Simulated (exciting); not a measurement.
# Pd (Fm-3m) in exciting: notebook

The runs below take Pd through single point, with PBE.

All numbers are computed with exciting (release sodium); they aren't measurements. Logs are shortened: lines on timing, memory, paths and dates and some standing lists are left out, and cuts for length are marked.

## (1) The structure

It takes space group Fm-3m (No. 225, cubic). The conventional cell has a = 3.893 Å, b = 3.893 Å, c = 3.893 Å, α = 90.00°, β = 90.00°, γ = 90.00°. Pd (site symmetry m-3m) is surrounded by 12 Pd at 2.75 Å.

## (2) Single point, PBE

The input, input.xml:

```xml
<input>
  <title>Pd</title>
  <structure speciespath="./" tshift="false">
    <crystal scale="1">
      <basevect>0.000000000000 3.678351901584 3.678351901584</basevect>
      <basevect>3.678351901584 0.000000000000 3.678351901584</basevect>
      <basevect>3.678351901584 3.678351901584 0.000000000000</basevect>
    </crystal>
    <species speciesfile="Pd.xml" rmt="2.3">
      <atom coord="0.000000000000 0.000000000000 0.000000000000"/>
    </species>
  </structure>
  <groundstate do="fromscratch" ngridk="12 12 12" rgkmax="9" gmaxvr="14" lmaxapw="10" lmaxmat="10" lmaxvr="8" xctype="GGA_PBE" stype="Gaussian" swidth="0.00088198" nempty="12" ValenceRelativity="iora*" epsengy="1e-05" epspot="1e-05" maxscl="60" tforce="true" outputlevel="normal"/>
</input>
```

Potentials or basis: all-electron LAPW+lo, shipped species files, valence relativity iora*.

Launch:

```sh
$ OMP_NUM_THREADS=1 exciting_smp
```

INFO.OUT:

```text
================================================================================
EXCITING SODIUM started
[... 10 lines left out ...]

 Lattice vectors (cartesian) :
      0.0000000000      3.6783519016      3.6783519016
      3.6783519016      0.0000000000      3.6783519016
      3.6783519016      3.6783519016      0.0000000000

 Reciprocal lattice vectors (cartesian) :
     -0.8540761563      0.8540761563      0.8540761563
      0.8540761563     -0.8540761563      0.8540761563
      0.8540761563      0.8540761563     -0.8540761563

 Unit cell volume                           :      99.5382087174
 Brillouin zone volume                      :       2.4920100195

 Species :    1 (Pd)
     parameters loaded from                 :    Pd.xml
     name                                   :    palladium
     nuclear charge                         :     -46.00000000
     electronic charge                      :      46.00000000
     atomic mass                            :  193991.79260000
     muffin-tin radius                      :       2.30000000
     # of radial points in muffin-tin       :     350

     atomic positions (lattice) :
       1 :   0.00000000  0.00000000  0.00000000

 Total number of atoms per unit cell        :       1

 Spin treatment                             :    spin-unpolarised

 Number of Bravais lattice symmetries       :      48
 Number of crystal symmetries               :      48

 k-point grid                               :      12   12   12
 Total number of k-points                   :      72
 k-point set is reduced with crystal symmetries

 R^MT_min * |G+k|_max (rgkmax)              :       9.00000000
 Species with R^MT_min                      :       1 (Pd)
 Maximum |G+k| for APW functions            :       3.91304348
 Maximum |G| for potential and density      :      14.00000000

 G-vector grid sizes                        :      24    24    24
 Total number of G-vectors                  :    4645

 Maximum angular momentum used for
     APW functions                          :      10
     computing H and O matrix elements      :      10
     potential and density                  :       8
     inner part of muffin-tin               :       2

 Total nuclear charge                       :     -46.00000000
 Total electronic charge                    :      46.00000000
 Total core charge                          :      28.00000000
 Total valence charge                       :      18.00000000

 Number of empty states                     :      12
 Total number of valence states             :      22

 Maximum Hamiltonian size                   :     126
 Maximum number of plane-waves              :     113
 Total number of local-orbitals             :      13

 Exchange-correlation type                  :      20
     Perdew-Burke-Ernzerhof, Phys. Rev. Lett. 77, 3865 (1996)
     Generalised gradient approximation (GGA)

 Smearing scheme                            :    Gaussian
 Smearing width                             :       0.00088198

 Using multisecant Broyden potential mixing
[... 16 lines left out ...]
+ SCF iteration number :    1                                                  +
++++++++++++++++++++++++++++++++++++++++++++++++++++++++++++++++++++++++++++++++
 Total energy                               :     -5032.40636463
 _______________________________________________________________
 Fermi energy                               :         0.42527392
 Kinetic energy                             :      5279.21915133
 Coulomb energy                             :    -10167.86246578
 Exchange energy                            :      -141.29645768
 Correlation energy                         :        -2.46659249

 DOS at Fermi energy (states/Ha/cell)       :       149.93075292

 Electron charges :
     core                                   :        28.00000000
     core leakage                           :         0.00000008
     valence                                :        18.00000000
     interstitial                           :         1.99179939
     charge in muffin-tin spheres :
                  atom     1    Pd          :        44.00820061
     total charge in muffin-tins            :        44.00820061
     total charge                           :        46.00000000

++++++++++++++++++++++++++++++++++++++++++++++++++++++++++++++++++++++++++++++++
+ SCF iteration number :    2                                                  +
++++++++++++++++++++++++++++++++++++++++++++++++++++++++++++++++++++++++++++++++
 Total energy                               :     -5043.52667077
 _______________________________________________________________
 Fermi energy                               :         0.38239666
 Kinetic energy                             :      5273.08101548
 Coulomb energy                             :    -10172.52135403
 Exchange energy                            :      -141.62035729
 Correlation energy                         :        -2.46597494

 DOS at Fermi energy (states/Ha/cell)       :       151.34390032

 Electron charges :
     core                                   :        28.00000000
     core leakage                           :         0.00000007
     valence                                :        18.00000000
     interstitial                           :         1.80249265
     charge in muffin-tin spheres :
                  atom     1    Pd          :        44.19750735
     total charge in muffin-tins            :        44.19750735
     total charge                           :        46.00000000

 RMS change in effective potential (target) :  0.280512E-01  ( 0.100000E-04)
 Absolute change in total energy   (target) :   11.1203      ( 0.100000E-04)
 Charge distance                   (target) :  0.125929E-01  ( 0.100000E-04)
 Abs. change in max-nonIBS-force   (target) :   0.00000      ( 0.500000E-04)

++++++++++++++++++++++++++++++++++++++++++++++++++++++++++++++++++++++++++++++++
+ SCF iteration number :    3                                                  +
++++++++++++++++++++++++++++++++++++++++++++++++++++++++++++++++++++++++++++++++
 Total energy                               :     -5046.76383997
 _______________________________________________________________
 Fermi energy                               :         0.36615695
 Kinetic energy                             :      5271.11455471
 Coulomb energy                             :    -10173.69457769
 Exchange energy                            :      -141.71795675
 Correlation energy                         :        -2.46586024

 DOS at Fermi energy (states/Ha/cell)       :       154.00016736

 Electron charges :
     core                                   :        28.00000000
     core leakage                           :         0.00000007
     valence                                :        18.00000000
     interstitial                           :         1.74190604
     charge in muffin-tin spheres :
                  atom     1    Pd          :        44.25809396
     total charge in muffin-tins            :        44.25809396
     total charge                           :        46.00000000
[... 381 lines left out ...]
 DOS at Fermi energy (states/Ha/cell)       :       163.84802655

 Electron charges :
     core                                   :        28.00000000
     core leakage                           :         0.00000007
     valence                                :        18.00000000
     interstitial                           :         1.71920847
     charge in muffin-tin spheres :
                  atom     1    Pd          :        44.28079153
     total charge in muffin-tins            :        44.28079153
     total charge                           :        46.00000000

 RMS change in effective potential (target) :  0.407423E-07  ( 0.100000E-04)
 Absolute change in total energy   (target) :  0.870327E-05  ( 0.100000E-04)
 Charge distance                   (target) :  0.157832E-07  ( 0.100000E-04)
 Abs. change in max-nonIBS-force   (target) :   0.00000      ( 0.500000E-04)

++++++++++++++++++++++++++++++++++++++++++++++++++++++++++++++++++++++++++++++++
+ SCF iteration number :   18                                                  +
++++++++++++++++++++++++++++++++++++++++++++++++++++++++++++++++++++++++++++++++
 Total energy                               :     -5047.04845560
 _______________________________________________________________
 Fermi energy                               :         0.35133055
 Kinetic energy                             :      5270.38536660
 Coulomb energy                             :    -10173.23882500
 Exchange energy                            :      -141.72919346
 Correlation energy                         :        -2.46580374

 DOS at Fermi energy (states/Ha/cell)       :       163.84798259

 Electron charges :
     core                                   :        28.00000000
     core leakage                           :         0.00000007
     valence                                :        18.00000000
     interstitial                           :         1.71920865
     charge in muffin-tin spheres :
                  atom     1    Pd          :        44.28079135
     total charge in muffin-tins            :        44.28079135
     total charge                           :        46.00000000

 RMS change in effective potential (target) :  0.172189E-07  ( 0.100000E-04)
 Absolute change in total energy   (target) :  0.586741E-05  ( 0.100000E-04)
 Charge distance                   (target) :  0.106759E-07  ( 0.100000E-04)
 Abs. change in max-nonIBS-force   (target) :   0.00000      ( 0.500000E-04)

++++++++++++++++++++++++++++++++++++++++++++++++++++++++++++++++++++++++++++++++
| Convergency criteria checked for the last 2 iterations                       +
| Convergence targets achieved. Performing final SCF iteration                 +
++++++++++++++++++++++++++++++++++++++++++++++++++++++++++++++++++++++++++++++++
 Total energy                               :     -5047.04845806
 _______________________________________________________________
 Fermi energy                               :         0.35133055
 Kinetic energy                             :      5270.38536549
 Coulomb energy                             :    -10173.23882625
 Exchange energy                            :      -141.72919356
 Correlation energy                         :        -2.46580374

 DOS at Fermi energy (states/Ha/cell)       :       163.84800119

 Electron charges :
     core                                   :        28.00000000
     core leakage                           :         0.00000007
     valence                                :        18.00000000
     interstitial                           :         1.71920857
     charge in muffin-tin spheres :
                  atom     1    Pd          :        44.28079143
     total charge in muffin-tins            :        44.28079143
     total charge                           :        46.00000000

++++++++++++++++++++++++++++++++++++++++++++++++++++++++++++++++++++++++++++++++
+ Self-consistent loop stopped                                                 +
++++++++++++++++++++++++++++++++++++++++++++++++++++++++++++++++++++++++++++++++
 STATE.OUT is written

--------------------------------------------------------------------------------
- Writing atomic positions and forces                                          -
--------------------------------------------------------------------------------

 Atomic positions (lattice) :
 atom     1  Pd  :     0.00000000    0.00000000    0.00000000

 Total atomic forces including IBS (cartesian) :
 atom     1  Pd  :     0.00000000    0.00000000    0.00000000

 Atomic force components including IBS (cartesian) :
 atom     1  Pd  :     0.00000000    0.00000000    0.00000000   HF force
                 :     0.00000000    0.00000000    0.00000000   core correction
                 :     0.00000000    0.00000000    0.00000000   IBS correction

********************************************************************************
* Groundstate module stopped                                                   *
********************************************************************************

--------------------------------------------------------------------------------
- CAUTION! Warnings have been written in file WARNING.OUT !                    -
--------------------------------------------------------------------------------
================================================================================
| EXCITING SODIUM stopped                                                      =
================================================================================
```

Wall time 26 s (1 thread of Arm Neoverse V2, shared host); peak memory 0.09 GiB.

What came out:

```yaml
Free_energy: -137337.1867 eV
Band_gap_on_the_k_mesh: none (metal or under the smearing width)
All_electrons_inside_the_program's_atomic_spheres: Pd 44.28 (radii Pd 2.3 bohr)
```

Levels at points of the mesh, in eV from the Fermi level:
| k point | band 7 | band 8 | band 9 | band 10 | band 11 | band 12 |
| --- | --- | --- | --- | --- | --- | --- |
| (0.00, 0.00, 0.00) | -2.82 | -2.82 | -1.21 | -1.21 | 17.11 | 21.84 |
| (0.50, 0.00, 0.00) | -2.86 | 0.00 | 0.00 | 1.06 | 7.41 | 16.50 |
| (0.50, 0.50, 0.00) | -0.02 | 0.32 | 0.32 | 3.39 | 10.93 | 13.22 |

Caveat: the log's total energy holds no entropy term; the free energy is that total less TS from the occupations.

## (3) Single point, PBE

Changes to input.xml since step 2:

```diff
@@ -12,3 +12,3 @@
   </structure>
-  <groundstate do="fromscratch" ngridk="12 12 12" rgkmax="9" gmaxvr="14" lmaxapw="10" lmaxmat="10" lmaxvr="8" xctype="GGA_PBE" stype="Gaussian" swidth="0.00088198" nempty="12" ValenceRelativity="iora*" epsengy="1e-05" epspot="1e-05" maxscl="60" tforce="true" outputlevel="normal"/>
+  <groundstate do="fromscratch" ngridk="12 12 12" rgkmax="9" gmaxvr="14" lmaxapw="10" lmaxmat="10" lmaxvr="8" xctype="GGA_PBE" stype="Gaussian" swidth="0.00091873" nempty="12" ValenceRelativity="iora*" epsengy="1e-05" epspot="1e-05" maxscl="60" tforce="true" outputlevel="high"/>
 </input>
```

Potentials or basis: all-electron LAPW+lo, shipped species files, valence relativity iora*.

Launch:

```sh
$ OMP_NUM_THREADS=1 exciting_smp
```

INFO.OUT:

```text
================================================================================
EXCITING SODIUM started
[... 10 lines left out ...]

 Lattice vectors (cartesian) :
      0.0000000000      3.6783519016      3.6783519016
      3.6783519016      0.0000000000      3.6783519016
      3.6783519016      3.6783519016      0.0000000000

 Reciprocal lattice vectors (cartesian) :
     -0.8540761563      0.8540761563      0.8540761563
      0.8540761563     -0.8540761563      0.8540761563
      0.8540761563      0.8540761563     -0.8540761563

 Unit cell volume                           :      99.5382087174
 Brillouin zone volume                      :       2.4920100195

 Species :    1 (Pd)
     parameters loaded from                 :    Pd.xml
     name                                   :    palladium
     nuclear charge                         :     -46.00000000
     electronic charge                      :      46.00000000
     atomic mass                            :  193991.79260000
     muffin-tin radius                      :       2.30000000
     # of radial points in muffin-tin       :     350

     atomic positions (lattice) :
       1 :   0.00000000  0.00000000  0.00000000

 Total number of atoms per unit cell        :       1

 Spin treatment                             :    spin-unpolarised

 Number of Bravais lattice symmetries       :      48
 Number of crystal symmetries               :      48

 k-point grid                               :      12   12   12
 Total number of k-points                   :      72
[... 62 lines left out ...]
 Exchange energy                            :      -141.29645530
 Correlation energy                         :        -2.46659267
 Sum of eigenvalues                         :     -3008.75418344
 Effective potential energy                 :     -8287.97334751
 Coulomb potential energy                   :     -8100.45203678
 xc potential energy                        :      -187.52131072
 Hartree energy                             :      1541.16497366
 Electron-nuclear energy                    :    -11182.78198411
[... 492 lines left out ...]
 RMS change in effective potential (target) :  0.234613E-07  ( 0.100000E-04)
 Absolute change in total energy   (target) :  0.550065E-05  ( 0.100000E-04)
 Charge distance                   (target) :  0.988474E-08  ( 0.100000E-04)
 Abs. change in max-nonIBS-force   (target) :   0.00000      ( 0.500000E-04)

++++++++++++++++++++++++++++++++++++++++++++++++++++++++++++++++++++++++++++++++
| Convergency criteria checked for the last 2 iterations                       +
| Convergence targets achieved. Performing final SCF iteration                 +
++++++++++++++++++++++++++++++++++++++++++++++++++++++++++++++++++++++++++++++++
 Total energy                               :     -5047.04845844
 _______________________________________________________________
 Fermi energy                               :         0.35132661
 Kinetic energy                             :      5270.38538780
 Coulomb energy                             :    -10173.23885359
 Exchange energy                            :      -141.72918862
 Correlation energy                         :        -2.46580404
 Sum of eigenvalues                         :     -3013.17219012
 Effective potential energy                 :     -8283.55757793
 Coulomb potential energy                   :     -8095.46816891
 xc potential energy                        :      -188.08940902
 Hartree energy                             :      1551.52524200
 Electron-nuclear energy                    :    -11198.51865291
 Nuclear-nuclear energy                     :      -526.24544268
 Madelung energy                            :     -6125.50476913
 Core-electron kinetic energy               :         0.00000000

 DOS at Fermi energy (states/Ha/cell)       :       158.69923697

 Electron charges :
     core                                   :        28.00000000
     core leakage                           :         0.00000007
     valence                                :        18.00000000
     interstitial                           :         1.71921912
     charge in muffin-tin spheres :
                  atom     1    Pd          :        44.28078088
     total charge in muffin-tins            :        44.28078088
     total charge                           :        46.00000000

++++++++++++++++++++++++++++++++++++++++++++++++++++++++++++++++++++++++++++++++
+ Self-consistent loop stopped                                                 +
++++++++++++++++++++++++++++++++++++++++++++++++++++++++++++++++++++++++++++++++
 STATE.OUT is written

--------------------------------------------------------------------------------
- Writing atomic positions and forces                                          -
--------------------------------------------------------------------------------

 Atomic positions (lattice) :
 atom     1  Pd  :     0.00000000    0.00000000    0.00000000

 Total atomic forces including IBS (cartesian) :
 atom     1  Pd  :     0.00000000    0.00000000    0.00000000

 Atomic force components including IBS (cartesian) :
 atom     1  Pd  :     0.00000000    0.00000000    0.00000000   HF force
                 :     0.00000000    0.00000000    0.00000000   core correction
                 :     0.00000000    0.00000000    0.00000000   IBS correction

********************************************************************************
* Groundstate module stopped                                                   *
********************************************************************************

================================================================================
| EXCITING SODIUM stopped                                                      =
================================================================================
```

WARNINGS.OUT:

```text
Inversion symmetry is present. Consider using input%groundstate%solver%type = "inversionsymmetry"
```

Run time: 21 s. Hardware: 1 thread of Arm Neoverse V2, shared host; peak memory 0.09 GiB.

What came out:

| Item | Value |
| --- | --- |
| Free energy | -137337.1868 eV |
| Band gap on the k mesh | none (metal or under the smearing width) |
| All electrons inside the program's atomic spheres | Pd 44.28 (radii Pd 2.3 bohr) |

Caveat: the log's total energy holds no entropy term; the free energy is that total less TS from the occupations.
